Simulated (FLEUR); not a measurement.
Here is a FLEUR MaX-R8.1 (patched build s14) calculation.

inp.xml

```xml
<?xml version="1.0" encoding="UTF-8" standalone="no"?>
<fleurInput fleurInputVersion="0.39">
   <comment>
      CdS                                                                                                 
   </comment>
   <calculationSetup>
      <cutoffs Kmax="4.23" Gmax="13.1" GmaxXC="13.1" numbands="0"/>
      <scfLoop itmax="60" minDistance="0.00001" maxIterBroyd="15" imix="Anderson" alpha="0.05" precondParam="0.0" spinf="2.0"/>
      <coreElectrons ctail="T" frcor="F" kcrel="0" coretail_lmax="0"/>
      <xcFunctional name="pbe" relativisticCorrections="F"/>
      <magnetism jspins="1"/>
      <soc l_soc="F" theta="0.0" phi="0.0" spav="F"/>
      <expertModes spex="0" secvar="F"/>
      <geometryOptimization l_f="F" forcealpha="1.0" forcemix="BFGS" epsdisp="0.00001" epsforce="0.00001"/>
      <ldaU l_linMix="F" mixParam="0.05" spinf="1.0"/>
   </calculationSetup>
   <cell>
      <bzIntegration valenceElectrons="26.0" mode="gauss" fermiSmearingEnergy="0.00367493">
         <kPointListSelection listName="default-1"/>
         <!-- k-points included here -->
         <xi:include xmlns:xi="http://www.w3.org/2001/XInclude" href="kpts.xml"> </xi:include>
      </bzIntegration>
      <!-- symmetry operations included here -->
      <xi:include xmlns:xi="http://www.w3.org/2001/XInclude" href="sym.xml"> </xi:include>
      <bulkLattice scale="1.0">
         <bravaisMatrix>
            <row-1>    0.0000000000000000     5.5113862423958997     5.5113862423958997</row-1>
            <row-2>    5.5113862423958997     0.0000000000000000     5.5113862423958997</row-2>
            <row-3>    5.5113862423958997     5.5113862423958997     0.0000000000000000</row-3>
         </bravaisMatrix>
      </bulkLattice>
   </cell>
   <atomSpecies>
      <species name="Cadmium (Cd)" element="Cd" atomicNumber="48">
         <mtSphere radius="2.53" gridPoints="837" logIncrement="0.015"/>
         <atomicCutoffs lmax="10" lnonsphr="8"/>
         <electronConfig flipSpins="F">
            <coreConfig>(1s1/2) (2s1/2) (2p1/2) (2p3/2) (3s1/2) (3p1/2) (3p3/2) (3d3/2) (3d5/2)</coreConfig>
            <valenceConfig>(4s1/2) (4p1/2) (4p3/2) (5s1/2) (4d3/2) (4d5/2)</valenceConfig>
         </electronConfig>
         <energyParameters s="5" p="5" d="4" f="4"/>
         <lo type="SCLO" l="0" n="4" eDeriv="0"/>
         <lo type="SCLO" l="1" n="4" eDeriv="0"/>
         <lo type="SCLO" l="1" n="4" eDeriv="1"/>
         <lo type="SCLO" l="2" n="4" eDeriv="2"/>
         <lo type="SCLO" l="3" n="4" eDeriv="2"/>
      </species>
      <species name="Sulfur (S)" element="S" atomicNumber="16">
         <mtSphere radius="1.89" gridPoints="625" logIncrement="0.018"/>
         <atomicCutoffs lmax="8" lnonsphr="6"/>
         <electronConfig flipSpins="F">
            <coreConfig>(1s1/2) (2s1/2) (2p1/2) (2p3/2)</coreConfig>
            <valenceConfig>(3s1/2) (3p1/2) (3p3/2)</valenceConfig>
            <stateOccupation state="(3p1/2)" spinUp="0.666667" spinDown="0.666667"/>
            <stateOccupation state="(3p3/2)" spinUp="1.333333" spinDown="1.333333"/>
         </electronConfig>
         <energyParameters s="3" p="3" d="3" f="4"/>
         <lo type="SCLO" l="0" n="3" eDeriv="2"/>
         <lo type="SCLO" l="1" n="3" eDeriv="2"/>
         <lo type="SCLO" l="2" n="3" eDeriv="2"/>
         <lo type="SCLO" l="3" n="4" eDeriv="2"/>
      </species>
   </atomSpecies>
   <atomGroups>
      <atomGroup species="Cadmium (Cd)">
         <relPos label="                   1">.0000000000 .0000000000 .0000000000</relPos>
         <force calculate="T" relaxXYZ="TTT"/>
      </atomGroup>
      <atomGroup species="Sulfur (S)">
         <relPos label="                   2">-1.000/4.000 -1.000/4.000 -1.000/4.000</relPos>
         <force calculate="T" relaxXYZ="TTT"/>
      </atomGroup>
   </atomGroups>
   <output dos="F" band="F" slice="F">
      <checks vchk="F" cdinf="F"/>
      <bandDOS minEnergy="-.5*Htr" maxEnergy="0.5*Htr" sigma="0.015" storeEVData="T"/>
      <vacuumDOS vacdos="F" integ="F" star="F" nstars="0" locx1="0.0" locy1="0.0" locx2="0.0" locy2="0.0" nstm="0" tworkf="0.0"/>
      <unfoldingBand unfoldBand="F" supercellX="1" supercellY="1" supercellZ="1"/>
      <plotting iplot="0" polar="F">
         <plot TwoD="T" vec1="  1.0  0.0  0.0" vec2="  0.0  1.0  0.0" vec3="  0.0  0.0  1.0" zero="  0.0  0.0  0.0" file="plot"/>
      </plotting>
      <chargeDensitySlicing numkpt="0" minEigenval="0.0" maxEigenval="0.0" nnne="0" pallst="F"/>
      <specialOutput eonly="F"/>
      <magneticCircularDichroism mcd="F" energyLo="-10.0" energyUp="0.0"/>
   </output>
  <!-- We include the file relax.xml here to enable relaxations (see documentation) -->
  <xi:include xmlns:xi="http://www.w3.org/2001/XInclude" href="relax.xml"> <xi:fallback/> </xi:include>
</fleurInput>
```

crystal.txt

```
CdS
&input cartesian=F /
0.0000000000  2.9165000000  2.9165000000
2.9165000000  0.0000000000  2.9165000000
2.9165000000  2.9165000000  0.0000000000
1.8897261246
1.0 1.0 1.0

2
48 0.0000000000  0.0000000000  0.0000000000
16 0.7500000000  0.7500000000  0.7500000000

&kpt div1=8 div2=8 div3=8 gamma=T /
```

Potentials or basis: all-electron, FLAPW.

Launch:

```sh
$ inpgen -f crystal.txt -profile fastHighL
$ # inp.xml edited to the form shown
$ fleur
```

Q: What does it give for the band gap on the k mesh?

A: 1.14 eV, direct.

Core levels (eV from the Fermi level):
```tsv
atom	levels
1 Cd	1s1/2 -26505.7, 2s1/2 -3930.5, 2p1/2 -3658.7, 2p3/2 -3466.2, 3s1/2 -729.2, 3p1/2 -620.3, 3p3/2 -585.9, 3d3/2 -393.3, 3d5/2 -386.3
2 S	1s1/2 -2398.7, 2s1/2 -204.9, 2p1/2 -150.5, 2p3/2 -149.2
```

Expect the measured gap to be larger: semilocal functionals such as PBE lack the derivative discontinuity.
